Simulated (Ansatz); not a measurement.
**hcp against fcc along the lanthanides**

Theory: Ansatz, DFT, r2SCAN, plane waves (500 eV) with PAW, scalar-relativistic. The PAW files were generated under PBE, with cores re-solved for the functional.

Each structure is relaxed within its symmetry, in the lowest magnetic state of the tried starts. Differences under about 8 meV lie within the error of the k-point mesh.

Semilocal functionals delocalise ytterbium's f shell and shrink the cell.

| element | E(hcp) − E(fcc) (meV/atom) | V(hcp) (Å³/atom) | V(fcc) (Å³/atom) | state of hcp | state of fcc |
| --- | --- | --- | --- | --- | --- |
| La | 15 | 39.08 | 37.42 | ferromagnetic | spin not included |
| Yb | 15 | 35.13 | 35.18 | spin not included | non-magnetic |
| Lu | -58 | 29.09 | 29.20 | spin not included | spin not included |
